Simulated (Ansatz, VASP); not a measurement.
# TiC: VASP beside Ansatz

```
Ti C
1.0
     0.00000    2.16572    2.16572
     2.16572    0.00000    2.16572
     2.16572    2.16572    0.00000
Ti C
1 1
Direct
  0.00000 0.00000 0.00000
  0.50000 0.50000 0.50000
```

The cell is a database's computed one.

Alike in both runs: task relaxation of cell and atoms; functional RPBE; dispersion D3(BJ); k mesh 11 × 11 × 11; occupations fermi-dirac, width 0.05 eV; no spin polarisation.

```csv
,VASP,Ansatz
version,VASP 6.6.1,Ansatz 0.2.0
potentials or method,"VASP PAW PBE potentials, release 64 (Ti_sv, C), cutoff 600 eV","all-electron LAPW, scalar-relativistic"
```

Ansatz gave:

| Item | Value |
| --- | --- |
| relaxed volume (Å³/atom) | 8.88 |
| relaxed cell length with the largest relative difference (Å) | 2.928 |
| energy change over the relaxation (meV/atom) | -159 |

Estimate VASP's values.

relaxed volume (Å³/atom): 8.87; relaxed cell length with the largest relative difference (Å): 2.928; energy change over the relaxation (meV/atom): -159.

Ansatz ran all-electron here, so the differences hold the error of VASP's frozen core and of both bases.

Caveats: the PAW data sets were made with another functional, which shifts forces and pressure a little (VASP); pairwise dispersion overbinds metals, which lowers pressure and volume (VASP).
